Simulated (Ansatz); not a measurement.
Mg (bcc): energy against volume

Level of theory: Ansatz 0.2.0, DFT, RPBE, plane waves (420 eV) with PAW, scalar-relativistic. (PAW data from PBE, frozen cores regenerated.)

The cell is scaled uniformly from the relaxed one, with fractional coordinates and shape fixed. Energies are extrapolated to zero smearing, pressures are those at the given smearing. Magnetic state: spin not included.

A Birch-Murnaghan fit gives V₀ = 23.68 Å³/atom, B₀ = 34 GPa, B₀′ = 4.0.

(1) What are the energy above the minimum and the pressure at 22.740 Å³/atom?

(2) What are the energy above the minimum and the pressure at 24.636 Å³/atom?

(3) What are the energy above the minimum and the pressure at 25.583 Å³/atom?

Results:

(1) 4.2 meV/atom and 1.51 GPa as computed.

(2) 3.8 meV/atom and -1.19 GPa as computed.

(3) 14.1 meV/atom and -2.18 GPa as computed.
